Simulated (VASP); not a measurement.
# InP in VASP: one cell, several levels of theory, part 2 of 2

VASP 6.6.1, plane waves, PAW.

## 3. r2SCAN at this geometry

Input file INCAR:

```
ENCUT = 520.000000
SIGMA = 0.010000
EDIFF = 1.00e-07
ALGO = Normal
METAGGA = R2SCAN
PREC = Accurate
IBRION = -1
ISIF = 2
ISMEAR = 0
NBANDS = 16
NELM = 120
NSW = 0
LASPH = .TRUE.
LCHARG = .FALSE.
LWAVE = .FALSE.
LREAL = .FALSE.
```

Input file KPOINTS:

```
KPOINTS created by Atomic Simulation Environment
0
Gamma
8 8 8
0 0 0
```

Input file KPOINTS_OPT:

```
special points
6
Reciprocal
0.0000000000 0.0000000000 0.0000000000 1
-0.5000000000 -0.5000000000 0.0000000000 1
-0.3750000000 -0.3750000000 0.2500000000 1
-0.3750000000 0.0000000000 0.3750000000 1
0.0000000000 0.0000000000 0.5000000000 1
-0.5000000000 -0.2500000000 0.2500000000 1
```

Input file POSCAR:

```
In P
 1.0000000000000000
     0.0000000000000000    2.8947118821000002    2.8947118821000002
     2.8947118821000002    0.0000000000000000    2.8947118821000002
     2.8947118821000002    2.8947118821000002    0.0000000000000000
 In  P
   1   1
Cartesian
  0.0000000000000000  0.0000000000000000  0.0000000000000000
  1.4473559410500001  1.4473559410500001  1.4473559410500001
```

Run with:

```console
$ mpirun -np 1 vasp_std
```

Standard output, without the iteration lines:

```text
POSCAR found type information on POSCAR InP
 POSCAR found :  2 types and       2 ions
 -----------------------------------------------------------------------------
|                                                                             |
|                                                                             |
|     You enforced a specific xc type in the INCAR file but a different       |
|     I HOPE YOU KNOW WHAT YOU ARE DOING!                                     |
|                                                                             |
 -----------------------------------------------------------------------------

 LDA part: xc-table for (None), standard interpolation
 POSCAR, INCAR and KPOINTS ok, starting setup
 FFT: planning ... GRIDC
 FFT: planning ... GRID_SOFT
 FFT: planning ... GRID
 WAVECAR not read
 entering main loop
 Start KPOINTS_OPT (optional k-point list driver)
k-point batch [1-6\6]
```

OSZICAR:

```text
N       E                     dE             d eps       ncg     rms          rms(c)
DAV:   1     0.883987515183E+02    0.88399E+02   -0.84554E+03   928   0.127E+03
DAV:   2    -0.283419162760E+02   -0.11674E+03   -0.11248E+03  1056   0.304E+02
DAV:   3    -0.356563559507E+02   -0.73144E+01   -0.72834E+01  1216   0.756E+01
DAV:   4    -0.358494012613E+02   -0.19305E+00   -0.19299E+00  1152   0.132E+01
DAV:   5    -0.358602864326E+02   -0.10885E-01   -0.10885E-01  1440   0.257E+00    0.802E+00
DAV:   6    -0.322685174180E+02    0.35918E+01   -0.16379E+00  1168   0.292E+01    0.414E+00
DAV:   7    -0.322471944791E+02    0.21323E-01   -0.28894E-01  1200   0.395E+00    0.264E+00
DAV:   8    -0.322552633884E+02   -0.80689E-02   -0.17467E-02  1264   0.116E+00    0.121E+00
DAV:   9    -0.322565217192E+02   -0.12583E-02   -0.22307E-03  1048   0.392E-01    0.942E-02
DAV:  10    -0.322565545083E+02   -0.32789E-04   -0.40546E-04  1264   0.214E-01    0.998E-02
DAV:  11    -0.322565874421E+02   -0.32934E-04   -0.50497E-05  1256   0.635E-02    0.494E-02
DAV:  12    -0.322565814728E+02    0.59693E-05   -0.18211E-05  1208   0.463E-02    0.220E-02
DAV:  13    -0.322565805511E+02    0.92163E-06   -0.30943E-06  1176   0.118E-02    0.101E-02
DAV:  14    -0.322565806777E+02   -0.12652E-06   -0.99270E-08   920   0.370E-03    0.451E-03
DAV:  15    -0.322565808036E+02   -0.12592E-06   -0.13064E-07   808   0.719E-03    0.470E-03
DAV:  16    -0.322565807458E+02    0.57738E-07   -0.15958E-08   544   0.183E-03
   1 F= -.32256581E+02 E0= -.32256581E+02  d E =-.626367E-45
       N       E                     dE             ncg
DAV:   1     0.109692162219E+04   -0.31242E+04      192
DAV:   2     0.399490622011E+03   -0.69743E+03      200
DAV:   3     0.351381822771E+03   -0.48109E+02      264
DAV:   4     0.350068566330E+03   -0.13133E+01      256
DAV:   5     0.350019191294E+03   -0.49375E-01      304
DAV:   6     0.350018288369E+03   -0.90292E-03      256
DAV:   7     0.350018246886E+03   -0.41483E-04      296
DAV:   8     0.350018246344E+03   -0.54212E-06      272
DAV:   9     0.350018246337E+03   -0.73117E-08      232
```

Parts of OUTCAR:

```text
k-points           NKPTS =     29   k-points in BZ     NKDIM =     29   number of bands    NBANDS=     16

   NELECT =      18.0000    total number of electrons

   dimension x,y,z NGX =    30 NGY =   30 NGZ =   30
   dimension x,y,z NGXF=    60 NGYF=   60 NGZF=   60

  energy-cutoff  :      520.00
  volume of cell :       48.51
      direct lattice vectors                 reciprocal lattice vectors
     0.000000000  2.894711882  2.894711882    -0.172728762  0.172728762  0.172728762
     2.894711882  0.000000000  2.894711882     0.172728762 -0.172728762  0.172728762
     2.894711882  2.894711882  0.000000000     0.172728762  0.172728762 -0.172728762

 k-points in reciprocal lattice and weights: KPOINTS created by Atomic Simulation Env
   0.00000000  0.00000000  0.00000000       0.002
   0.12500000  0.00000000  0.00000000       0.016
   0.25000000  0.00000000  0.00000000       0.016
   0.37500000  0.00000000  0.00000000       0.016
   0.50000000  0.00000000  0.00000000       0.008
   0.12500000  0.12500000  0.00000000       0.012
   0.25000000  0.12500000  0.00000000       0.047
   0.37500000  0.12500000  0.00000000       0.047
[... 21 more k-points ...]

 E-fermi :   5.5245

 k-point     1 :       0.0000    0.0000    0.0000
  band No.  band energies     occupation
      1      -9.3058      2.00000
      2      -9.3058      2.00000
      3      -9.3058      2.00000
      4      -9.1051      2.00000
      5      -9.1051      2.00000
      6      -6.8410      2.00000
      7       5.4277      2.00000
      8       5.4277      2.00000
      9       5.4277      2.00000
     10       6.8118      0.00000
     11       9.8652      0.00000
     12       9.8652      0.00000
     13       9.8652      0.00000
     14      14.7521      0.00000
     15      15.4062      0.00000
     16      15.4062      0.00000

 k-point     2 :       0.1250    0.0000    0.0000
  band No.  band energies     occupation
      1      -9.3319      2.00000
      2      -9.2966      2.00000
      3      -9.2966      2.00000
      4      -9.1050      2.00000
      5      -9.1050      2.00000
      6      -6.6402      2.00000
      7       3.9259      2.00000
      8       5.2237      2.00000
      9       5.2237      2.00000
     10       7.6428      0.00000
     11      10.0694      0.00000
     12      10.1674      0.00000
     13      10.1675      0.00000
     14      14.7300      0.00000
     15      14.7300      0.00000
     16      15.5454      0.00000

 k-point     3 :       0.2500    0.0000    0.0000
  band No.  band energies     occupation
      1      -9.3896      2.00000
      2      -9.2768      2.00000
      3      -9.2768      2.00000
      4      -9.1021      2.00000
      5      -9.1021      2.00000
      6      -6.0820      2.00000
      7       1.8602      2.00000
      8       4.8167      2.00000
      9       4.8167      2.00000
     10       7.7248      0.00000
     11      10.6136      0.00000
     12      10.6136      0.00000
     13      11.3010      0.00000
     14      14.5091      0.00000
     15      14.5091      0.00000
     16      15.1731      0.00000

 k-point     4 :       0.3750    0.0000    0.0000
  band No.  band energies     occupation
      1      -9.4417      2.00000
      2      -9.2613      2.00000
      3      -9.2612      2.00000
      4      -9.0945      2.00000
      5      -9.0945      2.00000
      6      -5.3336      2.00000
      7       0.1132      2.00000
      8       4.4845      2.00000
      9       4.4845      2.00000
     10       7.4901      0.00000
     11      10.6525      0.00000
     12      10.6525      0.00000
     13      12.6780      0.00000
     14      15.0436      0.00000
     15      15.5456      0.00000
     16      15.5456      0.00000

 k-point     5 :       0.5000    0.0000    0.0000
  band No.  band energies     occupation
      1      -9.4621      2.00000
      2      -9.2563      2.00000
      3      -9.2562      2.00000
      4      -9.0898      2.00000
      5      -9.0898      2.00000
      6      -4.9015      2.00000
      7      -0.6644      2.00000
      8       4.3616      2.00000
      9       4.3616      2.00000
     10       7.3914      0.00000
     11      10.5877      0.00000
     12      10.5877      0.00000
     13      13.0553      0.00000
     14      15.7263      0.00000
     15      16.7533      0.00000
     16      16.7533      0.00000

 k-point     6 :       0.1250    0.1250    0.0000
  band No.  band energies     occupation
      1      -9.3494      2.00000
      2      -9.2878      2.00000
      3      -9.2878      2.00000
      4      -9.1125      2.00000
      5      -9.0988      2.00000
      6      -6.5744      2.00000
      7       3.9743      2.00000
      8       4.8620      2.00000
      9       4.8620      2.00000
     10       8.1820      0.00000
     11       9.1913      0.00000
     12      10.6669      0.00000
     13      10.6669      0.00000
     14      13.6724      0.00000
     15      15.5536      0.00000
     16      16.0208      0.00000

 k-point     7 :       0.2500    0.1250    0.0000
  band No.  band energies     occupation
      1      -9.3958      2.00000
      2      -9.2709      2.00000
      3      -9.2670      2.00000
      4      -9.1178      2.00000
      5      -9.0928      2.00000
      6      -6.1362      2.00000
      7       2.4032      2.00000
      8       4.4017      2.00000
      9       4.4518      2.00000
     10       8.5458      0.00000
     11       9.3789      0.00000
     12      11.2333      0.00000
     13      11.3182      0.00000
     14      13.4630      0.00000
     15      15.4370      0.00000
     16      16.5558      0.00000

 k-point     8 :       0.3750    0.1250    0.0000
  band No.  band energies     occupation
      1      -9.4419      2.00000
      2      -9.2573      2.00000
      3      -9.2495      2.00000
      4      -9.1139      2.00000
      5      -9.0870      2.00000
      6      -5.4364      2.00000
      7       0.6505      2.00000
      8       3.9273      2.00000
      9       4.1066      2.00000
     10       8.3418      0.00000
     11      10.0950      0.00000
     12      11.4231      0.00000
     13      11.7304      0.00000
     14      14.6840      0.00000
     15      16.1245      0.00000
     16      16.1278      0.00000

[... the tables of k-points 9 to 29 left out ...]

  Total        1.3872991      1.3872991      1.3872991      0.0000000      0.0000000      0.0000000
  in kB       45.8178463     45.8178463     45.8178463      0.0000000      0.0000000      0.0000000
  external PRESSURE =      45.8178463 kB  Pullay stress =       0.0000000 kB

 POSITION                                       TOTAL-FORCE (eV/Angst)
 -----------------------------------------------------------------------------------
      0.00000      0.00000      0.00000        -0.000000     -0.000000     -0.000000
      1.44736      1.44736      1.44736         0.000000      0.000000      0.000000
 -----------------------------------------------------------------------------------
    total drift:                               -0.000001     -0.000001     -0.000001

  FREE ENERGIE OF THE ION-ELECTRON SYSTEM (eV)
  ---------------------------------------------------
  free  energy   TOTEN  =       -32.2565807458 eV

  energy  without entropy=      -32.2565807458  energy(sigma->0) =      -32.25658075
```

It took 1.7 min on 1 MPI rank of Intel Xeon Platinum 8488C, shared host; peak memory 0.18 GiB.

The levels at the points of KPOINTS_OPT are read from vasprun.xml.

Near the gap, in eV above the top of the last filled band v; c is the band after it:

```tsv
point	v−1	v	c	c+1
Γ	0.00	0.00	1.38	4.44
X	-2.54	-2.54	1.94	2.55
U	-3.60	-2.13	2.62	4.83
K	-3.60	-2.13	2.62	4.83
L	-1.07	-1.07	1.96	5.16
W	-3.22	-3.18	4.58	4.96
```

Gap with r2SCAN: 1.38 eV, direct (Γ). Pressure: 4.58 GPa; the forces vanish within 0.01 eV/Å.

## 4. Summary

The summary covers parts 1 to 2.

```
 level  gap (eV)  pressure (GPa)
   PBE      0.91            6.25
r2SCAN      1.38            4.58
```

In words: The gap spans 0.91 eV (PBE) to 1.38 eV (r2SCAN). Spin-orbit coupling is left out, though the cell holds In (Z = 49); in an element this heavy it can shift bands and gaps by tenths of an eV. The pressure is highest with PBE (6.3 GPa) and lowest with r2SCAN (4.6 GPa), which orders the cells that they would relax to.
